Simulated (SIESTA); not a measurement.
Crystal: Mo.

```xyz
1
Lattice="-1.5838 1.5838 1.5838 1.5838 -1.5838 1.5838 1.5838 1.5838 -1.5838" Properties=species:S:1:pos:R:3 pbc="T T T"
Mo    0.0000    0.0000    0.0000
```

```yaml
Program: SIESTA 5.4.2
Task: relaxation of cell and atoms
Functional: BLYP
Potentials_or_basis: PseudoDojo 0.4 standard (PBE files)
Basis: DZP (energy shift 0.002 Ry)
Grid_cutoff: 800 Ry
Energy_shift: 0.002 Ry
k_mesh: 12 × 12 × 12
Occupations: fermi-dirac, width 0.05 eV
Spin: no spin polarisation
```

At the start: pressure 9.4 GPa; volume 15.89 Å³/atom.

Task: Where does the relaxation end?

Result: Over 4 steps the energy falls by 16.5 meV/atom and the volume is 16.48 Å³/atom (+3.7 %); space group Im-3m (No. 229, to 0.05 Å).

The path:
| step | energy change (eV) | largest force (eV/Å) | pressure (GPa) | volume (Å³) |
| --- | --- | --- | --- | --- |
| 1 | 0.0000 | 0.0000 | 9.43 | 15.89 |
| 2 | -0.0165 | 0.0000 | 0.45 | 16.45 |
| 3 | 0.0164 | 0.0000 | -11.24 | 17.37 |
| 4 | -0.0165 | 0.0000 | -0.03 | 16.48 |

Final structure:
```cif
data_structure
_symmetry_space_group_name_H-M 'P 1'
_symmetry_Int_Tables_number 1
_cell_length_a 2.7768
_cell_length_b 2.7768
_cell_length_c 2.7768
_cell_angle_alpha 109.471
_cell_angle_beta 109.471
_cell_angle_gamma 109.471
_cell_volume 16.48
loop_
_atom_site_label
_atom_site_type_symbol
_atom_site_fract_x
_atom_site_fract_y
_atom_site_fract_z
_atom_site_occupancy
Mo1 Mo 0.00000 0.00000 0.00000 1
```

Caveat: semicore shells carry a single zeta, which can move pressures by several GPa and volumes by a few percent; the potentials were made for another functional, which shifts forces and pressure; the basis of atomic orbitals isn't converged, which shifts pressures, moduli and gaps.
